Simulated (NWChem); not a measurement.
# One shape, several levels: C3H6O (acetone)

We compute a comparison of 3 runs (PBE0/6-31G*, PBE0/6-31+G*, PBE0/6-31++G**) of C3H6O (acetone). 

The results are computed with NWChem 7.3.0.

### Step 1. The molecule

C3H6O has 10 atoms, charge 0, and is taken as a singlet. SMILES: `CC(C)=O`. The shape is that of a PBE0-D4/def2-TZVP optimisation.

Bond lengths: C1–C2 1.506 Å, C2–C3 1.506 Å, C2–O4 1.206 Å, C1–H5 1.093 Å, C1–H6 1.094 Å, C1–H7 1.088 Å, C3–H8 1.094 Å, C3–H9 1.088 Å, C3–H10 1.093 Å. Some angles: C1–C2–C3 116.4°, C1–C2–O4 121.8°, C3–C2–O4 121.8°, C2–C1–H5 110.6°, C2–C1–H6 109.7°, C2–C1–H7 110.1°, C2–C3–H8 109.7°, C2–C3–H9 110.1°, C2–C3–H10 110.6°, H5–C1–H6 106.8°.

### Step 2. NMR shieldings at PBE0/6-31G(d) (spherical functions) (run 1)

File c3h6o.nw:

```
start c3h6o
title "C3H6O PBE0"
memory 2200 mb

geometry units angstrom noautosym nocenter noautoz
   C       -0.763500       0.843700      -0.605500
   C        0.498000       0.046700      -0.400600
   C        0.525100      -0.866200       0.797100
   O        1.435000       0.134800      -1.154100
   H       -1.637300       0.186500      -0.611300
   H       -0.898500       1.540800       0.227000
   H       -0.707800       1.399400      -1.539600
   H       -0.233900      -1.646100       0.683600
   H        1.506700      -1.325600       0.895800
   H        0.276100      -0.314000       1.707400
end

basis spherical bse
   * library 6-31G*
end

dft
   xc pbe0
   grid fine
   convergence energy 1e-08
   maxiter 100
   mulliken
   noprint "final vectors analysis"
end

property
   shielding
end

task dft property
```

On the command line:

```console
nwchem c3h6o.nw > c3h6o.out
```

What it wrote:

```text
[...]
          Wavefunction type:  closed shell.
          No. of atoms     :    10
          No. of electrons :    32
[...]
          Charge           :     0
          Spin multiplicity:     1
[...]
          AO basis - number of functions:    68
[...]
              XC Information
              --------------
                         PBE0 Method XC Functional
                     Hartree-Fock (Exact) Exchange  0.250
          PerdewBurkeErnzerhof Exchange Functional  0.750
            Perdew 1991 LDA Correlation Functional  1.000 local
           PerdewBurkeErnz. Correlation Functional  1.000 non-local
[...]
 d= 0,ls=0.0,diis     1   -192.8126197786 -3.13D+02  2.83D-02  9.09D-01     1.1
[...]
 d= 0,ls=0.0,diis    10   -192.9233162872 -1.64D-09  2.64D-07  1.23D-10     8.6
         Total DFT energy =     -192.923316287150
      One electron energy =     -498.411237531770
           Coulomb energy =      212.462487321976
    Exchange-Corr. energy =      -26.893288366752
 Nuclear repulsion energy =      119.918722289396
[...]
      Total Density - Mulliken Population Analysis
     ---------------------------------------------
    Atom       Charge   Shell Charges
 -----------   ------   -------------------------------------------------------
    1 C    6     6.62   2.00  0.66  2.14  0.69  1.10  0.03
    2 C    6     5.56   2.00  0.70  1.93  0.38  0.45  0.09
    3 C    6     6.62   2.00  0.66  2.14  0.69  1.10  0.03
    4 O    8     8.41   2.00  0.92  2.85  0.95  1.65  0.03
    5 H    1     0.81   0.51  0.29
    6 H    1     0.80   0.51  0.29
    7 H    1     0.79   0.52  0.27
    8 H    1     0.80   0.51  0.29
    9 H    1     0.79   0.52  0.27
   10 H    1     0.81   0.51  0.29
[...]
           isotropic =     166.9460
[...]
           isotropic =       2.8491
[...]
           isotropic =      30.4984
[...]
```

It took 29 s on 1 thread of Intel Xeon 6975P-C (Granite Rapids), shared host; peak memory 0.12 GiB.

### Step 3. NMR shieldings at PBE0/6-31+G(d) (spherical functions) (run 2)

File run.nw:

```
start run
title "C3H6O"
memory 2200 mb
charge 0

geometry units angstrom noautosym nocenter noautoz
 C       -0.763500       0.843700      -0.605500
 C        0.498000       0.046700      -0.400600
 C        0.525100      -0.866200       0.797100
 O        1.435000       0.134800      -1.154100
 H       -1.637300       0.186500      -0.611300
 H       -0.898500       1.540800       0.227000
 H       -0.707800       1.399400      -1.539600
 H       -0.233900      -1.646100       0.683600
 H        1.506700      -1.325600       0.895800
 H        0.276100      -0.314000       1.707400
end

basis spherical bse
 * library 6-31+G*
end

dft
 xc pbe0
 grid fine
 convergence energy 1e-08
 maxiter 100
 mulliken
 noprint "final vectors analysis"
end

property
 shielding
end

task dft property
```

On the command line:

```console
nwchem run.nw > run.out
```

What it wrote:

```text
[...]
          Wavefunction type:  closed shell.
          No. of atoms     :    10
          No. of electrons :    32
[...]
          Charge           :     0
          Spin multiplicity:     1
[...]
          AO basis - number of functions:    84
[...]
              XC Information
              --------------
                         PBE0 Method XC Functional
                     Hartree-Fock (Exact) Exchange  0.250
          PerdewBurkeErnzerhof Exchange Functional  0.750
            Perdew 1991 LDA Correlation Functional  1.000 local
           PerdewBurkeErnz. Correlation Functional  1.000 non-local
[...]
 d= 0,ls=0.0,diis     1   -192.8251496377 -3.13D+02  4.34D-02  8.79D-01     1.5
[...]
 d= 0,ls=0.0,diis    10   -192.9320080138 -7.94D-10  2.19D-07  2.30D-10    12.2
         Total DFT energy =     -192.932008013844
      One electron energy =     -498.147522905008
           Coulomb energy =      212.158602006248
    Exchange-Corr. energy =      -26.861809404481
 Nuclear repulsion energy =      119.918722289396
[...]
      Total Density - Mulliken Population Analysis
     ---------------------------------------------
    Atom       Charge   Shell Charges
 -----------   ------   -------------------------------------------------------
    1 C    6     6.81   2.00  0.66  2.14  0.74  1.10  0.10  0.05  0.03
    2 C    6     5.46   2.00  0.70  1.94  0.38  0.41 -0.18  0.11  0.10
    3 C    6     6.81   2.00  0.66  2.14  0.74  1.10  0.10  0.05  0.03
    4 O    8     8.40   2.00  0.92  2.86  1.00  1.51  0.04  0.05  0.03
    5 H    1     0.76   0.52  0.25
    6 H    1     0.76   0.52  0.24
    7 H    1     0.74   0.52  0.22
    8 H    1     0.76   0.52  0.24
    9 H    1     0.74   0.52  0.22
   10 H    1     0.76   0.52  0.25
[...]
           isotropic =     166.8995
[...]
           isotropic =       0.5375
[...]
```

Wall time 43 s (1 thread of Intel Xeon 6975P-C (Granite Rapids), shared host); peak memory 0.12 GiB.

### Step 4. Magnetic shielding at PBE0/6-31++G(d,p) (spherical functions) (run 3)

File c3h6o.nw:

```
start c3h6o
title "C3H6O"
memory stack 880 mb heap 220 mb global 1100 mb
geometry units angstroms noautosym nocenter noautoz
C    -0.763500    0.843700   -0.605500
C     0.498000    0.046700   -0.400600
C     0.525100   -0.866200    0.797100
O     1.435000    0.134800   -1.154100
H    -1.637300    0.186500   -0.611300
H    -0.898500    1.540800    0.227000
H    -0.707800    1.399400   -1.539600
H    -0.233900   -1.646100    0.683600
H     1.506700   -1.325600    0.895800
H     0.276100   -0.314000    1.707400
end
basis "ao basis" spherical bse
* library 6-31++G**
end
dft
xc pbe0
grid fine
convergence energy 1e-08
iterations 100
mulliken
noprint "final vectors analysis"
end
property
shielding
end
task dft property
```

On the command line:

```console
nwchem c3h6o.nw > c3h6o.out
```

What it wrote:

```text
[...]
          Wavefunction type:  closed shell.
          No. of atoms     :    10
          No. of electrons :    32
[...]
          Charge           :     0
          Spin multiplicity:     1
[...]
          AO basis - number of functions:   108
[...]
              XC Information
              --------------
                         PBE0 Method XC Functional
                     Hartree-Fock (Exact) Exchange  0.250
          PerdewBurkeErnzerhof Exchange Functional  0.750
            Perdew 1991 LDA Correlation Functional  1.000 local
           PerdewBurkeErnz. Correlation Functional  1.000 non-local
[...]
 d= 0,ls=0.0,diis     1   -192.8347224647 -3.13D+02  2.35D-02  8.79D-01     2.4
[...]
 d= 0,ls=0.0,diis    10   -192.9403317673 -2.11D-09  2.06D-07  2.32D-10    19.2
         Total DFT energy =     -192.940331767322
      One electron energy =     -498.165922099128
           Coulomb energy =      212.170997299008
    Exchange-Corr. energy =      -26.864129256598
 Nuclear repulsion energy =      119.918722289396
[...]
      Total Density - Mulliken Population Analysis
     ---------------------------------------------
    Atom       Charge   Shell Charges
 -----------   ------   -------------------------------------------------------
    1 C    6     6.55   2.00  0.65  2.13  0.67  1.01  0.02  0.04  0.03
    2 C    6     5.63   2.00  0.70  1.94  0.41  0.44 -0.10  0.15  0.10
    3 C    6     6.55   2.00  0.65  2.13  0.67  1.01  0.02  0.04  0.03
    4 O    8     8.40   2.00  0.92  2.86  1.00  1.51  0.04  0.05  0.03
    5 H    1     0.82   0.52  0.29  0.00  0.01
    6 H    1     0.82   0.52  0.28  0.00  0.01
    7 H    1     0.80   0.52  0.27  0.00  0.01
    8 H    1     0.82   0.52  0.28  0.00  0.01
    9 H    1     0.80   0.52  0.27  0.00  0.01
   10 H    1     0.82   0.52  0.29  0.00  0.01
[...]
```

Wall time 77 s (1 thread of Intel Xeon 6975P-C (Granite Rapids), shared host); peak memory 0.12 GiB.

### Step 5. All runs side by side

| run | level | energy (Eh) | dipole moment (D) | isotropic shielding of C1 (ppm) | isotropic shielding of O4 (ppm) | wall time |
| --- | --- | --- | --- | --- | --- | --- |
| 1 | PBE0/6-31G* (spherical functions) | -192.923316 | 2.83 | 166.9 | -303.2 | 29 s |
| 2 | PBE0/6-31+G* (spherical functions) | -192.932008 | 3.15 | 166.9 | -282.2 | 43 s |
| 3 | PBE0/6-31++G** (spherical functions) | -192.940332 | 3.14 | 167.8 | -281.5 | 77 s |

### Step 6. Results

```
                        quantity          value
             run 3: total energy  -192.94033 Eh
            run 3: dipole moment         3.14 D
run 3: isotropic shielding of C1      167.8 ppm
run 3: isotropic shielding of O4     -281.5 ppm
run 3: isotropic shielding of H5       29.5 ppm
```

The dipole moment (its size) runs from 2.83 D (PBE0/6-31G*) to 3.15 D (PBE0/6-31+G*). All runs together took 2.5 min, the longest 77 s.
